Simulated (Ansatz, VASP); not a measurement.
**One calculation of MgS, two programs**

Contents of POSCAR:

```
MgS
1.0
    0.0000000000      2.7176417676      2.9750086881
    2.7176417676      0.0000000000      2.9750086881
    2.7176417676      2.7176417676      0.0000000000
Mg S
1 1
Direct
    0.0000000000      0.0000000000      0.0000000000
    0.2500000000      0.2500000000      0.2500000000
```

INCAR.step1

```
SYSTEM = MgS
ALGO = Normal
EDIFF = 1E-4
ENCUT = 520
GGA = PE
ISMEAR = 0
LASPH = .TRUE.
LCHARG = .FALSE.
LREAL = .FALSE.
LWAVE = .TRUE.
NBANDS = 11
NELM = 100
PREC = Accurate
SIGMA = 0.01
```

The input INCAR.step2:

```
SYSTEM = MgS
ALGO = Normal
EDIFF = 1E-6
ENCUT = 520
ISIF = 2
ISMEAR = 0
ISTART = 1
LASPH = .TRUE.
LCHARG = .FALSE.
LMIXTAU = .TRUE.
LREAL = .FALSE.
LWAVE = .FALSE.
METAGGA = R2SCAN
NBANDS = 11
NELM = 100
PREC = Accurate
SIGMA = 0.01
```

File KPOINTS:

```
k-points
0
G
  8 8 8
  0 0 0
```

Input for Ansatz:

```yaml
crystal:
  lattice:
    - [0.0, 2.7176417676, 2.9750086881]
    - [2.7176417676, 0.0, 2.9750086881]
    - [2.7176417676, 2.7176417676, 0.0]
  atoms:
    - { symbol: Mg, position: [0.0, 0.0, 0.0] }
    - { symbol: S, position: [0.25, 0.25, 0.25] }
kpoints:
  mp_grid: { grid: [8, 8, 8] }
  band_path:
    path:
      - [0.0, 0.0, 0.0]
      - [-0.5, -0.5, 0.0]
      - [-0.375, -0.375, 0.25]
      - [-0.375, 0.0, 0.375]
      - [0.0, 0.0, 0.5]
      - [-0.5, -0.25, 0.25]
      - [0.09375, 0.09375, 0.1875]
    npoints: 1
hamiltonian:
  xc: r2scan
scf:
  occupations: { method: fixed }
  n_extra_bands: 4
output:
  forces: true
  stress: true
  eigenvalues: true
  write_density: true
  write_potential: true
  elf: true
  volumetric_format: npy
```

Change from the starting cell: epitaxial_xy strain -4.0%.

Alike in both runs: task single point; functional r2SCAN; k mesh 8 × 8 × 8; no spin polarisation.

```csv
,VASP,Ansatz
version,VASP 6.6.1,Ansatz 0.2.0
potentials or method,"VASP PAW PBE potentials, release 64 (Mg, S)","plane waves, PAW"
plane-wave cutoff (eV),520,500
occupations,"gaussian, width 0.01 eV",fixed
valence electrons in the cell,8,16
```

```tsv
	VASP	Ansatz	Ansatz less VASP
gap on the k mesh at the Fermi level (eV)	4.12	4.12	-0.001
pressure (GPa)	1.5	1.8	+0.29
largest component of the traceless stress (GPa)	1.80	1.76	-0.035
```

The two sets of potentials don't hold the same shells in valence.

Caveats: the PAW data sets were made with another functional, which shifts forces and pressure a little (VASP). A k mesh can miss the band edges.
